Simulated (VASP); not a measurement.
# MgO (Fm-3m) in VASP: notebook, part 2 of 2

VASP 6.6.1.

## Step 4: Single point, LDA

The input, INCAR:

```
PREC = Accurate
ENCUT = 600
EDIFF = 1E-7
ISMEAR = 0
SIGMA = 0.05
LREAL = False
LASPH = True
NELM = 100
ALGO = Normal
ISIF = 2
LWAVE = False
LCHARG = False
GGA = CA
NBANDS = 11
ADDGRID = False
```

The input, KPOINTS:

```
regular mesh
0
Gamma
  2 2 2
```

The input, POSCAR:

```
MgO
1.0
    0.0000000000      2.0970013927      2.0970013927
    2.0970013927      0.0000000000      2.0970013927
    2.0970013927      2.0970013927      0.0000000000
Mg O
1 1
Direct
    0.0000000000      0.0000000000      0.0000000000
    0.5000000000      0.5000000000      0.5000000000
```

Potentials or basis: VASP PAW LDA potentials, release 64 (Mg, O).

The run is started by

```console
$ cat potpaw_LDA.64/Mg/POTCAR potpaw_LDA.64/O/POTCAR > POTCAR
$ mpirun -np 1 vasp_std > vasp.out
```

OUTCAR:

```text
PREC = Accurate
   ENCUT = 600
   EDIFF = 1E-7
   ISMEAR = 0
   LREAL = False
   LASPH = True
   NELM = 100
   ISIF = 2
   GGA = CA

 Found      3 irreducible k-points:

 Following reciprocal coordinates:
            Coordinates               Weight
  0.000000  0.000000  0.000000      1.000000
  0.500000  0.000000  0.000000      4.000000
  0.500000  0.500000  0.000000      3.000000
   k-points           NKPTS =      3   k-points in BZ     NKDIM =      3   number of bands    NBANDS=     11
   number of dos      NEDOS =    301   number of ions     NIONS =      2
[... 116 lines left out ...]

  FORCE on cell =-STRESS in cart. coord.  units (eV):
  Direction    XX          YY          ZZ          XY          YZ          ZX
  --------------------------------------------------------------------------------------
  -------------------------------------------------------------------------------------
  Total       -0.1411778     -0.1411778     -0.1411778      0.0000000      0.0000000      0.0000000
  in kB      -12.2645265    -12.2645265    -12.2645265      0.0000000      0.0000000      0.0000000
  external PRESSURE =     -12.2645265 kB  Pullay stress =       0.0000000 kB

 VOLUME and BASIS-vectors are now :
 -----------------------------------------------------------------------------
  energy-cutoff  :      600.00
  volume of cell :       18.44
      direct lattice vectors                 reciprocal lattice vectors
     0.000000000  2.097001393  2.097001393    -0.238435702  0.238435702  0.238435702
     2.097001393  0.000000000  2.097001393     0.238435702 -0.238435702  0.238435702
     2.097001393  2.097001393  0.000000000     0.238435702  0.238435702 -0.238435702

 POSITION                                       TOTAL-FORCE (eV/Angst)
 -----------------------------------------------------------------------------------
      0.00000      0.00000      0.00000        -0.000000     -0.000000     -0.000000
      2.09700      2.09700      2.09700         0.000000      0.000000      0.000000
 -----------------------------------------------------------------------------------
    total drift:                               -0.000000     -0.000000      0.000000

  FREE ENERGIE OF THE ION-ELECTRON SYSTEM (eV)
  ---------------------------------------------------
  free  energy   TOTEN  =       -12.5268540349 eV

  energy  without entropy=      -12.5268540349  energy(sigma->0) =      -12.52685403
```

It took 2.1 s on 1 thread of AMD EPYC 9R45 (Zen 5), shared host; peak memory 0.09 GiB.

The run converged, but some of its settings lie outside the range that counts as converged, so its numbers aren't taken as properties of the crystal.

Results:

```yaml
Free_energy: -12.5269 eV
Pressure: -1.2 GPa
Band_gap_on_the_k_mesh: 4.47 eV, direct
```

Caveat: the k mesh is coarse (spacing up to 1.30 Å⁻¹), so the values aren't converged.

## Step 5: Single point, LDA

INCAR is that of step 4.

KPOINTS is that of step 4.

The input, POSCAR:

```
MgO
1.0
    0.0000000000      2.0970013927      2.0970013927
    2.0970013927      0.0000000000      2.0970013927
    2.0970013927      2.0970013927      0.0000000000
Mg O
1 1
Direct
   -0.0111690000     -0.0083340000      0.0019910000
    0.5083620000      0.4891820000      0.5308490000
```

The run is started by

```console
$ cat potpaw_LDA.64/Mg/POTCAR potpaw_LDA.64/O/POTCAR > POTCAR
$ mpirun -np 1 vasp_std > vasp.out
```

It took 2.8 s on 1 thread of AMD EPYC 9R45 (Zen 5), shared host; peak memory 0.09 GiB.

The run converged, but some of its settings lie outside the range that counts as converged, so its numbers aren't taken as properties of the crystal.

What came out:

| Quantity | Value |
| --- | --- |
| Free energy | -12.4935 eV |
| Pressure | 0.2 GPa |
| Largest force | 0.564 eV/Å |
| Band gap on the k mesh | 4.46 eV, direct |

Caveat: the k mesh is coarse (spacing up to 1.30 Å⁻¹), so the values aren't converged.

## Step 6: Single point, LDA

Changes to INCAR since step 5:

```diff
@@ -1,3 +1,3 @@
 PREC = Accurate
-ENCUT = 600
+ENCUT = 300
 EDIFF = 1E-7
```

The input, KPOINTS:

```
regular mesh
0
Gamma
  3 3 3
```

The input, POSCAR:

```
MgO
1.0
    0.0000000000      2.0970013927      2.0970013927
    2.0970013927      0.0000000000      2.0970013927
    2.0970013927      2.0970013927      0.0000000000
Mg O
1 1
Direct
    0.0000000000      0.0000000000      0.0000000000
    0.5000000000      0.5000000000      0.5000000000
```

Potentials or basis: VASP PAW LDA potentials, release 64 (Mg, O).

The run is started by

```console
$ cat potpaw_LDA.64/Mg/POTCAR potpaw_LDA.64/O/POTCAR > POTCAR
$ mpirun -np 1 vasp_std > vasp.out
```

OUTCAR:

```text
PREC = Accurate
   ENCUT = 300
   EDIFF = 1E-7
   ISMEAR = 0
   LREAL = False
   LASPH = True
   NELM = 100
   ISIF = 2
   GGA = CA

 Found      4 irreducible k-points:

 Following reciprocal coordinates:
            Coordinates               Weight
  0.000000  0.000000  0.000000      1.000000
  0.333333  0.000000  0.000000      8.000000
  0.333333  0.333333  0.000000      6.000000
 -0.333333  0.333333  0.000000     12.000000
   k-points           NKPTS =      4   k-points in BZ     NKDIM =      4   number of bands    NBANDS=     11
   number of dos      NEDOS =    301   number of ions     NIONS =      2
   total plane-waves  NPLWV =   5832
   dimension x,y,z NGX =    18 NGY =   18 NGZ =   18
   dimension x,y,z NGXF=    36 NGYF=   36 NGZF=   36
   ions per type =               1   1
   NGX,Y,Z   is equivalent  to a cutoff of  10.09, 10.09, 10.09 a.u.
   NGXF,Y,Z  is equivalent  to a cutoff of  20.18, 20.18, 20.18 a.u.
 SYSTEM =  unknown system
   PREC   = accura    normal or accurate (medium, high low for compatibility)
   ISTART =      0    job   : 0-new  1-cont  2-samecut
   ICHARG =      2    charge: 1-file 2-atom 10-const
   ISPIN  =      1    spin polarized calculation?
   LNONCOLLINEAR =      F non collinear calculations
   LSORBIT =      F    spin-orbit coupling
   LASPH  =      T    aspherical Exc in radial PAW
[... 66 lines left out ...]
      6      18.5959      0.00000
      7      18.5959      0.00000
      8      18.5959      0.00000
      9      22.6566      0.00000
     10      24.3406      0.00000
     11      24.3406      0.00000
[... 29 lines left out ...]
 k-point     4 :      -0.3333    0.3333    0.0000
  band No.  band energies     occupation
      1     -12.5381      2.00000
      2      -0.3502      2.00000
      3      -0.1847      2.00000
      4       1.9639      2.00000
      5      13.2141      0.00000
      6      15.2341      0.00000
      7      15.4526      0.00000
      8      20.6691      0.00000
      9      21.6935      0.00000
     10      26.0560      0.00000
     11      30.4013      0.00000

------------------------ aborting loop because EDIFF is reached ----------------------------------------

  FORCE on cell =-STRESS in cart. coord.  units (eV):
  Direction    XX          YY          ZZ          XY          YZ          ZX
  --------------------------------------------------------------------------------------
  -------------------------------------------------------------------------------------
  Total       -4.9164461     -4.9164461     -4.9164461     -0.0000000     -0.0000000      0.0000000
  in kB     -427.1060418   -427.1060418   -427.1060418     -0.0000000     -0.0000000      0.0000000
  external PRESSURE =    -427.1060418 kB  Pullay stress =       0.0000000 kB

 VOLUME and BASIS-vectors are now :
 -----------------------------------------------------------------------------
  energy-cutoff  :      300.00
  volume of cell :       18.44
      direct lattice vectors                 reciprocal lattice vectors
     0.000000000  2.097001393  2.097001393    -0.238435702  0.238435702  0.238435702
     2.097001393  0.000000000  2.097001393     0.238435702 -0.238435702  0.238435702
     2.097001393  2.097001393  0.000000000     0.238435702  0.238435702 -0.238435702

 POSITION                                       TOTAL-FORCE (eV/Angst)
 -----------------------------------------------------------------------------------
      0.00000      0.00000      0.00000         0.000000     -0.000000      0.000000
      2.09700      2.09700      2.09700        -0.000000      0.000000     -0.000000
 -----------------------------------------------------------------------------------
    total drift:                               -0.000000     -0.000000     -0.000000

  FREE ENERGIE OF THE ION-ELECTRON SYSTEM (eV)
  ---------------------------------------------------
  free  energy   TOTEN  =       -13.5754465041 eV

  energy  without entropy=      -13.5754465041  energy(sigma->0) =      -13.57544650
```

Wall time 1.8 s (1 thread of AMD EPYC 9R45 (Zen 5), shared host); peak memory 0.07 GiB.

The run converged, but a check on its numbers failed (symmetry, net force, bounds or a known fault of this set-up), so they aren't taken as properties of the crystal.

Caveat: the k mesh is coarse (spacing up to 0.86 Å⁻¹), so the values aren't converged; the cutoff lies under the usual one of these potentials, so the numbers hold a large basis-set error; a pressure of tens of GPa on the cell as given is suspect, and the run, the potentials or the cell itself is likely at fault.
